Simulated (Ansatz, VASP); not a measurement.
# GaP in two plane-wave programs, part 2 of 2

Aim: how closely do two programs agree when they are given the same cell, functional and k mesh? The cell is taken from a series of runs on this material, whose earlier steps may have relaxed, scaled, displaced or heated it; both programs get it as it stands.

VASP 6.6.1 and Ansatz 0.2.0.

So far: Starting point; VASP: zone-centre phonons, LDA.

**3. Ansatz: zone-centre phonons, LDA**

Level of this step: Ansatz beside VASP: Kohn-Sham DFT, plane waves, LDA (Ansatz).

Ansatz runs on its PAW soft_1 files.

The same cell, functional (in two slightly different forms) and mesh now go to Ansatz, which takes its cutoff from its data sets.

Input file input.yaml:

```yaml
crystal:
  lattice:
    - [0.0, 2.6646857286, 2.8035339193]
    - [2.6646857286, 0.0, 2.8035339193]
    - [2.6646857286, 2.6646857286, 0.0]
  atoms:
    - { symbol: P, position: [0.75, 0.75, 0.75] }
    - { symbol: Ga, position: [0.0, 0.0, 0.0] }
kpoints:
  mp_grid: { grid: [12, 12, 12] }
hamiltonian:
  xc: lda
  pseudopotentials: { kind: paw, azcp: { folder: soft_1 }, xc_functional: pbe }
scf:
  occupations: { method: fixed }
output:
  eigenvalues: true
phonons:
  method: dfpt
  dielectric: true
  rigid_motions: translations
```

Started as:

```console
$ ansatz run input.yaml --threads 4 --pin off --max-ram 10240MiB --backend cpu --events-out ev --progress --plain --runs-dir out
```

Numbers of over 12 decimals in the logs are rounded to 6 here.

Output:

```text
Engine: ansatz 0.2.0, aarch64-unknown-linux-gnu
Pseudopotentials: kind: paw
Pseudopotential: P, paw, valence charge 5, recommended cutoff 420 eV (normal), soft_1/P.paw.azcp
Pseudopotential: Ga, paw, valence charge 13, recommended cutoff 420 eV (normal), soft_1/Ga.paw.azcp
Functional definition: SPW92
  exchange = slater_x
  correlation = pw_c
Crystal: 2 atoms, lattice volume = 39.813 Å³
Basis set: ecut = 420 eV, 781 PW (Γ), exchange–correlation on 54×54×54 points (8 copies of the dense FFT grid, shifted against one another)
Bands: 13, of which v1, the nominal top of the filled ones, is band 9 counted from 1 (8 counted from 0)
Symmetry: 8 space group operations
k-points: 868 of 1728 (irreducible under 1 space group operation, time reversal used)
Non-local potential: P, projectors of the file, l = 0: 2, l = 1: 2, l = 2: 1
Non-local potential: Ga, projectors of the file, l = 0: 2, l = 1: 2, l = 2: 3, l = 3: 1
PAW form: soft (Blöchl's): semilocal exchange-correlation on the pseudo side does not see the compensation charge
PAW frozen core: P, regenerated for the run's functional, and the local potential with it (the file was generated under x = pbe(κ = 0.804, μ = 0.219515), c = pbe(β = 0.066725))
PAW frozen core: Ga, regenerated for the run's functional, and the local potential with it (the file was generated under x = pbe(κ = 0.804, μ = 0.219515), c = pbe(β = 0.066725))
PAW one-centre angular grid: P, 110 points (default); XC on 64 Gauss nodes
PAW one-centre angular grid: Ga, 590 points (default); XC on 64 Gauss nodes
Initial density: superposition of atomic densities (chi_scale 0.1, normalization cell, long waves kept (reshape's long-wave potential 0.00 eV rms))
Initial wavefunctions: pseudopotential atomic-orbital guess
Functional: x = slater, c = lda
SCF iter   1: F=—  HF=-4433.941755 eV  |F-HF|=—  |Δ(HF+E_count)|=         —  Δρ=4.42e-2  dr2=6.50e-1  ethr=3.10e-3  ⟨swp⟩=5.0  Hψ=60829  notcnv=0  defer=1714
preconditioner: auto → none  [insulator: Δε(μ)=1.613 eV  Ē_g=15.434 eV  n_scr=14 (ndim 8)  ℏωp=25.0 eV  f_vac=0.000  ε∞_Penn≈3.6]
SCF iter   2: F=—  HF=-4433.770295 eV  |F-HF|=—  |Δ(HF+E_count)|=   1.71e-1  Δρ=2.00e-2  dr2=9.01e-2  ethr=3.10e-3  ⟨swp⟩=2.1  Hψ=20646  notcnv=0  defer=1627
SCF iter   3: F=—  HF=-4433.756560 eV  |F-HF|=—  |Δ(HF+E_count)|=   1.37e-2  Δρ=5.15e-3  dr2=1.06e-2  ethr=5.00e-4  ⟨swp⟩=3.0  Hψ=20800  notcnv=0  defer=1727
SCF iter   4: F=—  HF=-4433.752562 eV  |F-HF|=—  |Δ(HF+E_count)|=   4.00e-3  Δρ=2.26e-3  dr2=7.30e-4  ethr=5.91e-5  ⟨swp⟩=2.9  Hψ=21908  notcnv=0  defer=1735
SCF iter   5: F=—  HF=-4433.752241 eV  |F-HF|=—  |Δ(HF+E_count)|=   3.21e-4  Δρ=5.20e-4  dr2=4.10e-5  ethr=4.06e-6  ⟨swp⟩=2.0  Hψ=20837  notcnv=0  defer=1735
SCF iter   6: F=—  HF=-4433.752240 eV  |F-HF|=—  |Δ(HF+E_count)|=   4.40e-7  Δρ=2.88e-5  dr2=1.93e-7  ethr=2.28e-7  ⟨swp⟩=2.4  Hψ=14171  notcnv=0  defer=920
SCF iter   7: F=—  HF=-4433.752240 eV  |F-HF|=—  |Δ(HF+E_count)|=   3.15e-7  Δρ=5.90e-6  dr2=6.89e-9  ethr=1.07e-9  ⟨swp⟩=2.0  Hψ=19103  notcnv=0  defer=440
SCF iter   8: F=-4433.752240 eV  HF=-4433.752240 eV  |F-HF|=1.46e-11  |Δ(HF+E_count)|=  4.85e-10  Δρ=2.43e-7  dr2=1.01e-11  ethr=1.00e-12  ⟨swp⟩=8.0  Hψ=88363  notcnv=0
SCF 1 converged in 8 iterations: F = -4433.752240 eV  dr2 = 1.01e-11
  greatest PAW one-centre occupation: 0.994 electrons in one spin orbital (limit 2), on the Ga atom at site 1 (counted from 0), in its partial waves of l = 2
NSCF: frozen V_eff on 3 k-points
DFPT response loops at Γ: preconditioner auto → none (the input reference at scf.mixing.eps_inf says where Resta's filter doesn't serve); β = 0.50; Broyden in place of MSR1
── the response to a field inside a basis, on 12×12×12 k-points: an SCF that follows is theirs, and a resumed run solves both again ──
Bands: 10, of which v1, the nominal top of the filled ones, is band 9 counted from 1 (8 counted from 0)
k-points: 468 of 1728 (irreducible under 2 space group operations, time reversal used)
Initial density: handed on by an earlier stage of this run
Initial wavefunctions: pseudopotential atomic-orbital guess (no wavefunctions were taken with the density)
Eigensolver: Dense (468 Hₖ)
SCF iter   1: F=—  HF=-4433.751787 eV  |F-HF|=—  |Δ(HF+E_count)|=         —  Δρ=1.27e-4  dr2=2.39e-6  ethr=1.00e-1
preconditioner: auto → none  [insulator: Δε(μ)=1.267 eV  Ē_g=13.186 eV  n_scr=14 (ndim 8)  ℏωp=25.0 eV  f_vac=0.003  ε∞_Penn≈4.6]
SCF iter   2: F=—  HF=-4433.751786 eV  |F-HF|=—  |Δ(HF+E_count)|=   8.49e-7  Δρ=9.55e-5  dr2=1.47e-6  ethr=1.33e-8
SCF iter   3: F=—  HF=-4433.751787 eV  |F-HF|=—  |Δ(HF+E_count)|=   2.22e-7  Δρ=2.41e-5  dr2=2.12e-7  ethr=8.17e-9
SCF iter   4: F=-4433.751786 eV  HF=-4433.751786 eV  |F-HF|=2.78e-9  |Δ(HF+E_count)|=   2.78e-7  Δρ=3.26e-6  dr2=3.39e-9  ethr=1.18e-9
SCF 1 converged in 4 iterations: F = -4433.751786 eV  dr2 = 3.39e-9
DFPT response loops at Γ: mixed as the last ones told, above
WARN: field response: ε∞ stands inside a basis, on 12×12×12 points; the force constants stand on the 12×12×12 k-mesh, whose period is 12.20 times the interband length at k = (0.0000, 0.0000, 0.0000), direct gap 1.620 eV, under 14: take them and everything formed from them as unconverged, and compare with a denser kpoints.mp_grid
SCF converged after 8 iterations
Free energy (F): -4433.752240 eV
Harris-Foulkes:  -4433.752240 eV  (|F-HF|=1.46e-11)
Internal energy: -4433.752240 eV  (E = F + TS)
E sigma→0 (E₀):  -4433.752240 eV
Fermi energy:    7.142624 eV
--- Per-component energies (eV) ---
  E_band       = -61.572221
  E_kinetic    = 181.536881
  E_local      = -1668.818318  (includes V_loc(G=0)·N_el)
  E_nonlocal   = -57.387780
  E_hartree    = 1010.062040
  E_xc         = -135.653592
  E_vxc        = -118.214054  (∫ρ·V_xc dr)
  E_paw        = -2445.051398  (= ΣΔE_a)
  E_vpaw       = -418.812732  (= ΣTr[D̂ρ^β])
  E_aug_tail   = -0.000226  (compensation charges beyond the density's cutoff)
  E_ewald      = -1320.285680
  E_core_change = 1.845833  (= ΣΔE_core)
  E_smearing   = -0.000000  (= −TS)
  E_closure    = 0.000000  (closes the sum)
  Σ components = -4433.752240   (vs F -4433.752240, Δ=0.00e0)
--- Band table (eV; the first three rows and the last of 868) ---
  k-point 0: bands = [... 5 lower, -5.6005, 6.8261, 7.1426, 7.1426, 8.7624, 10.8019, 10.8019, 10.9144]
  k-point 1: bands = [... 5 lower, -5.5079, 6.0815, 6.8267, 7.0380, 9.2714, 10.9230, 10.9797, 11.1553]
  k-point 2: bands = [... 5 lower, -5.2364, 4.5811, 6.5158, 6.7932, 9.3406, 11.3559, 11.3923, 12.0246]
  k-point 867: bands = [... 5 lower, -3.4623, 0.2354, 5.6656, 6.1083, 8.5307, 11.5384, 11.8650, 15.1446]
--- Phonons (Γ-DFPT): 4 representative perturbations + reference, on 868 of 1728 k-points (Σ response iterations 12) ---
  k mesh reduced under 1 symmetry operation, with k and −k counted as one. Each operation leaves every solved perturbation unchanged. A smaller set is not considered because the run solves the response to a homogeneous field
  ASR residual: 1.146e-4 → 0.000e0 eV/Å²; symmetrization residual: 3.358e-6 eV/Å²
  ASR residual per site (eV/Å²): 7.56e-5 1.15e-4
  Γ frequencies (cm⁻¹): 0.00 0.00 0.00 355.89 355.89 357.90
  ε∞ (high-frequency dielectric tensor):
       10.690501     0.000000     0.000000
        0.000000    10.690501     0.000000
        0.000000     0.000000    11.209195
  ε⁰ (static dielectric tensor: ions relaxed, cell fixed):
       12.524956     0.000000    -0.000000
        0.000000    12.524956     0.000000
       -0.000000     0.000000    13.450842
  ε⁰ − ε∞ (ionic part):
        1.834455     0.000000    -0.000000
        0.000000     1.834455     0.000000
       -0.000000     0.000000     2.241646
  softest optical mode at Γ: 355.89 cm⁻¹; the repairs (sum rule, projections) moved no ω² at Γ by more than (0.92 cm⁻¹)²
  Born effective charges Z* (e; rows j = field, columns β = displacement):
    site 0:
        -2.00792   -0.00000    0.00000
        -0.00000   -2.00792   -0.00000
         0.00000   -0.00000   -2.23217
    site 1:
         2.00792    0.00000    0.00000
         0.00000    2.00792    0.00000
        -0.00000    0.00000    2.23217
  Z* charge neutrality: 9.318e-4 e pre-enforcement
  solved inside a basis spanned on kpoints, on 12×12×12 k-points, its susceptibility summed on 16×16×16: ε∞ is read to err by 3.4e-2, Z* by 1.5e-2 e (field_mesh: kpoints solves on kpoints); Z* is corrected for what the basis lacks
  optical modes at Γ without the LO–TO term, one row a degenerate level:
      ω (cm⁻¹)  modes    IR ((D/Å)²/amu)
        355.89      2             8.6743
        357.90      1             5.3600
  optical modes at Γ + LO–TO along q̂ = [1.0000, 0.0000, 0.0000]:
      ω (cm⁻¹)  modes    IR ((D/Å)²/amu)
        355.89      1             4.3371
        357.90      1             5.3600
        385.21      1             4.3371
  optical modes at Γ + LO–TO along q̂ = [0.0000, 1.0000, 0.0000]:
      ω (cm⁻¹)  modes    IR ((D/Å)²/amu)
        355.89      1             4.3371
        357.90      1             5.3600
        385.21      1             4.3371
  optical modes at Γ + LO–TO along q̂ = [0.0000, 0.0000, 1.0000]:
      ω (cm⁻¹)  modes    IR ((D/Å)²/amu)
        355.89      2             8.6743
        392.06      1             5.3600
```

The column dr2 measures how far the density is from self-consistency, as an energy; F and HF (Harris–Foulkes) agree once it is small.

**4. Side by side**

Known differences besides the potentials themselves: the two LDA forms differ slightly; fixed occupations in Ansatz, narrow Gaussian smearing in VASP; VASP's response is taken on the typed mesh, Ansatz refines its own for the field response alone; the cutoff is 420 eV in Ansatz and 500 eV in VASP; VASP's log shows a relativistic correction to its local exchange, Ansatz's none. Total energies have different zeros and are not compared.

Compared:

```
                                     quantity  Ansatz   VASP  difference
                                        ε∞ xx   10.69  10.78     -0.79 %
                                        ε∞ yy   10.69  10.78     -0.79 %
                                        ε∞ zz   11.21  11.24     -0.26 %
 Born charge of P1 (mean of the diagonal) (e)   -2.08  -2.10       +0.02
Born charge of Ga2 (mean of the diagonal) (e)    2.08   2.10       -0.02
                   optical mode 1 to 2 (cm⁻¹)   355.9  355.7     +0.06 %
                        optical mode 3 (cm⁻¹)   357.9  357.7     +0.05 %
```

Modes are paired by rising frequency, not by their patterns, so a pair may set unlike modes beside each other; they are those without the splitting of longitudinal modes.

**5. Results**

```json
{
 "r.m.s. difference of the optical zone-centre modes, each program's sorted by frequency (zone-centre phonons, LDA)": "0.19 cm⁻¹",
 "difference in ε∞ xx (zone-centre phonons, LDA)": "-0.8 %"
}
```

**Reading.** The r.m.s. difference of the optical zone-centre modes, each program's sorted by frequency is 0.19 cm⁻¹ (zone-centre phonons, LDA). Among the rows given in per cent, the largest difference of the zone-centre phonons, LDA pair is in ε∞ xx, -0.8 %. Such differences can come from data sets, numerical settings and the points named under the comparisons, not from the functional's error against experiment.

[Lines on the potential files, build, host, timing and source positions are cut from VASP's logs without a mark.]

[Logs are printed without paths, hosts, clocks, repeated set-up lines and the standing remarks that a program may print on its own settings, such as how far it seeks lower states.]

[Hosts, paths, dates, database ids (printed as entryN), source tags and the programs' standing remarks are cut or masked in the printed files.]
